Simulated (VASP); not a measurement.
Write the native input for VASP 6.6.1 that does the following.

```
Task                   : single point
Functional             : PBE
Dispersion             : D3(BJ)
Potentials or basis    : VASP PAW PBE potentials, release 64 (S, Mo_sv)
Cutoff                 : 520 eV
k mesh                 : 12 × 12 × 1
Occupations            : gaussian, width 0.02 eV
Spin                   : no spin polarisation
Dipole correction      : yes
Further INCAR settings : ALGO = Normal; EDIFF = 1e-07; NBANDS = 20
```

The structure of MoS2 lies in POSCAR:

```
MoS2
1.0
    3.1794699326      0.0000000000      0.0000000000
   -1.5897349663      2.7535017322      0.0000000000
    0.0000000000      0.0000000000     32.2630185773
S Mo
2 1
Direct
    0.3333333333      0.6666666667      0.4516803665
    0.3333333333      0.6666666667      0.5483196335
    0.6666666667      0.3333333333      0.5000000000
```

The cell isn't the ideal one: equal strain along x and y +0.008, atoms relaxed.

One way to write it, as run:

INCAR

```
PREC = Accurate ; ENCUT = 520
EDIFF = 1E-7 ; ISMEAR = 0
SIGMA = 0.02 ; LREAL = F
LASPH = T ; NELM = 100
ALGO = Normal ; ISIF = 2
LWAVE = F ; LCHARG = F
LDIPOL = T ; IDIPOL = 3
DIPOL = 0.5 0.5 0.500 ; GGA = PE
IVDW = 12 ; NBANDS = 20
```

KPOINTS

```
Automatic mesh
0
Gamma
  12 12 1
```

Potentials or basis: VASP PAW PBE potentials, release 64 (S, Mo_sv).

Run with:

```sh
$ cat potpaw_PBE.64/S/POTCAR potpaw_PBE.64/Mo_sv/POTCAR > POTCAR
$ mpirun -np 1 vasp_std > vasp.out
```

Results of the run:

```yaml
Largest_force: 0.012 eV/Å
Band_gap_on_the_k_mesh: 1.67 eV, indirect (least direct gap 1.69 eV)
Dispersion_energy_per_atom: -0.314 eV
```

It took 120 s on 1 thread of AMD EPYC 9R45 (Zen 5), with other jobs on the host, peak memory 0.38 GiB.
